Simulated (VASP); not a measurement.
Set up this calculation in VASP 6.6.1, as the native input.

```yaml
Task: single point
Functional: PBE
Dispersion: D3(BJ)
Potentials_or_basis: VASP PAW PBE potentials, release 64 (Al, H)
Cutoff: 520 eV
k_mesh: 2 × 2 × 2
Occupations: gaussian, width 0.15 eV
Spin: no spin polarisation
Dipole_correction: no
Further_INCAR_settings: LREAL = Auto; ALGO = Fast; EDIFF = 1e-06; NBANDS = 70
```

The structure of Al32H (a cell with a defect) lies in POSCAR:

```
Al32H
1.0
    8.1000000000      0.0000000000      0.0000000000
    0.0000000000      8.1000000000      0.0000000000
    0.0000000000      0.0000000000      8.1000000000
Al H
32 1
Direct
    0.5000000000      0.0000000000      0.0000000000
    0.7500000000      0.2500000000      0.0000000000
    0.7500000000      0.0000000000      0.2500000000
    0.0000000000      0.0000000000      0.0000000000
    0.2500000000      0.2500000000      0.0000000000
    0.5000000000      0.5000000000      0.0000000000
    0.7500000000      0.7500000000      0.0000000000
    0.2500000000      0.0000000000      0.2500000000
    0.5000000000      0.2500000000      0.2500000000
    0.7500000000      0.5000000000      0.2500000000
    0.5000000000      0.0000000000      0.5000000000
    0.7500000000      0.2500000000      0.5000000000
    0.7500000000      0.0000000000      0.7500000000
    0.0000000000      0.5000000000      0.0000000000
    0.2500000000      0.7500000000      0.0000000000
    0.0000000000      0.2500000000      0.2500000000
    0.2500000000      0.5000000000      0.2500000000
    0.5000000000      0.7500000000      0.2500000000
    0.0000000000      0.0000000000      0.5000000000
    0.2500000000      0.2500000000      0.5000000000
    0.5000000000      0.5000000000      0.5000000000
    0.7500000000      0.7500000000      0.5000000000
    0.2500000000      0.0000000000      0.7500000000
    0.5000000000      0.2500000000      0.7500000000
    0.7500000000      0.5000000000      0.7500000000
    0.0000000000      0.7500000000      0.2500000000
    0.0000000000      0.5000000000      0.5000000000
    0.2500000000      0.7500000000      0.5000000000
    0.0000000000      0.2500000000      0.7500000000
    0.2500000000      0.5000000000      0.7500000000
    0.5000000000      0.7500000000      0.7500000000
    0.0000000000      0.7500000000      0.7500000000
    0.7514378000      0.7498951000      0.2492844000
```

The cell was built by a generator and needn't be a form met in nature.

One way to write it, as run:

INCAR

```
ALGO = Fast
EDIFF = 1E-6
ENCUT = 520
GGA = PE
ISIF = 2
ISMEAR = 0
IVDW = 12
LASPH = T
LCHARG = F
LREAL = Auto
LWAVE = F
NBANDS = 70
NELM = 100
PREC = Accurate
SIGMA = 0.15
```

KPOINTS

```
k-points
0
Gamma
  2 2 2
```

Potentials or basis: VASP PAW PBE potentials, release 64 (Al, H).

The run is started by

```bash
$ cat potpaw_PBE.64/Al/POTCAR potpaw_PBE.64/H/POTCAR > POTCAR
$ mpirun -np 1 vasp_std > vasp.out
```

Results of the run:

| Item | Value |
| --- | --- |
| Pressure | -3.3 GPa |
| Largest force | 0.292 eV/Å |
| Band gap on the k mesh | none (metal or under the smearing width) |
| Dispersion energy per atom | -0.328 eV |

Caveat: the k mesh is coarse (spacing up to 0.39 Å⁻¹), so the values aren't converged.

Run time: 11 min on 1 thread of Intel(R) Xeon(R) Platinum 8488C (Sapphire Rapids) (shared host), peak memory 0.56 GiB.
